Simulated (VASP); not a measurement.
Cr: relaxation of cell and atoms with AM05

Crystal: Cr.

```
CELL_PARAMETERS angstrom
2.71400 0.00000 0.00000
-1.35700 2.35039 0.00000
0.00000 0.00000 4.41000
ATOMIC_POSITIONS crystal
Cr 0.66667 0.33333 0.75000
Cr 0.33333 0.66667 0.25000
```

This isn't the form of Cr at room conditions, which is bcc.

- Program: VASP 6.6.1
- Task: relaxation of cell and atoms
- Functional: AM05
- Potentials or basis: VASP PAW PBE potentials, release 64 (Cr_pv)
- Cutoff: 600 eV
- k mesh: 8 × 8 × 5
- Occupations: fermi-dirac, width 0.05 eV
- Spin: collinear spin, ferromagnetic start
- Starting moments: [3.0, 3.0] μB
- Further INCAR settings: ALGO = Fast; EDIFF = 1e-06; IBRION = 2; EDIFFG = -0.005; NSW = 60; ISIF = 3

The relaxed volume is 11.40 Å³/atom. The relaxed cell is a = 2.451 Å, b = 2.451 Å, c = 4.381 Å, α = 90.00°, β = 90.00°, γ = 120.00° and the space group after relaxing (to 0.05 Å) is P6_3/mmc (No. 194). The energy gained by relaxing is 378.2 meV/atom and the ionic steps are 20. The pressure after relaxing is 0.1 GPa, the band gap on the k mesh is none (metal or under the smearing width) and the net moment is 0.00 μB per cell. The valence electrons inside the program's atomic spheres are Cr 11.11.

The path:
```csv
step,energy change (eV),largest force (eV/Å),pressure (GPa),volume (Å³)
1,0.0000,0.0000,-31.92,28.13
2,0.3821,0.0000,91.18,18.19
3,-0.6770,0.0000,-2.26,22.95
4,-0.6786,0.0000,-0.24,22.78
5,-0.6786,0.0000,0.87,22.68
6,-0.7244,0.0000,2.45,22.53
7,-0.6337,0.0000,13.07,21.97
8,-0.7456,0.0000,4.10,22.42
9,-0.7478,0.0000,5.98,22.32
10,-0.7488,0.0000,5.02,22.36
11,-0.7334,0.0000,-7.37,23.54
12,-0.7561,0.0000,0.37,22.79
13,-0.7563,0.0000,-0.44,22.83
14,-0.7563,0.0000,-0.10,22.81
15,-0.7563,0.0000,-0.14,22.81
16,-0.7563,0.0000,-0.14,22.81
17,-0.7563,0.0000,-0.11,22.79
18,-0.7563,0.0000,0.05,22.79
19,-0.7563,0.0000,-0.14,22.80
20,-0.7563,0.0000,0.05,22.80
```

Final structure:
```
Cr
1.0
     2.45125    0.00000    0.00000
    -1.22562    2.12284    0.00000
     0.00000    0.00000    4.38127
Cr
2
Direct
  0.66667 0.33333 0.75000
  0.33333 0.66667 0.25000
```

Levels at points of the mesh, in eV from the Fermi level:
Spin up:
```csv
k point,band 8,band 9,band 10,band 11,band 12,band 13,band 14,band 15,band 16,band 17
"(0.00, 0.00, 0.00)",-4.26,-1.31,-0.41,-0.41,-0.28,-0.05,-0.05,1.07,1.07,2.26
"(0.50, 0.00, 0.00)",-3.68,-3.65,-1.06,-0.63,-0.32,-0.24,2.38,2.97,3.10,4.31
```
Spin down:
| k point | band 10 | band 11 | band 12 | band 13 | band 14 | band 15 |
| --- | --- | --- | --- | --- | --- | --- |
| (0.00, 0.00, 0.00) | -0.41 | -0.41 | -0.28 | -0.05 | -0.05 | 1.07 |
| (0.50, 0.00, 0.00) | -1.06 | -0.63 | -0.32 | -0.24 | 2.38 | 2.97 |

Run time: 4.7 min on 1 thread of Intel(R) Xeon(R) Platinum 8488C (Sapphire Rapids), on a shared host, peak memory 0.19 GiB.

Caveat: the starting moments collapsed, and a magnetic state may lie lower; the volume moved by over 15 % at a fixed basis, so the end points are rough; the PAW data sets were made with another functional, which shifts forces and pressure a little.
